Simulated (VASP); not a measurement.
The system is HgSe (d3).

```
Hg Se
1.0
     0.00000    3.03900    3.03900
     3.03900    0.00000    3.03900
     3.03900    3.03900    0.00000
Hg Se
1 1
Direct
  0.00000 0.00000 0.00000
  0.25000 0.25000 0.25000
```

- Program: VASP 6.6.1
- Task: relaxation of cell and atoms
- Functional: PBE
- Dispersion: D3(BJ)
- Potentials or basis: VASP PAW PBE potentials, release 64 (Hg, Se)
- Cutoff: 600 eV
- k mesh: 12 × 12 × 12
- Occupations: gaussian, width 0.1 eV
- Spin: no spin polarisation

At the start: pressure 2.9 GPa; volume 28.07 Å³/atom.

Task: Where does the relaxation end?

Result: Over 3 steps the energy falls by 12.5 meV/atom and the volume is 29.54 Å³/atom (+5.3 %); space group F-43m (No. 216, to 0.05 Å).

The path:
```
step  energy change (eV)  largest force (eV/Å)  pressure (GPa)  volume (Å³)
   1              0.0000                0.0000            2.86        56.13
   2             -0.0214                0.0000           -0.93        60.31
   3             -0.0250                0.0000            0.01        59.09
```

Final structure:
```
CELL_PARAMETERS angstrom
0.00000 3.09142 3.09142
3.09142 0.00000 3.09142
3.09142 3.09142 0.00000
ATOMIC_POSITIONS crystal
Hg 0.00000 0.00000 0.00000
Se 0.25000 0.25000 0.25000
```

Caveat: pairwise dispersion overbinds metals, which lowers pressure and volume.
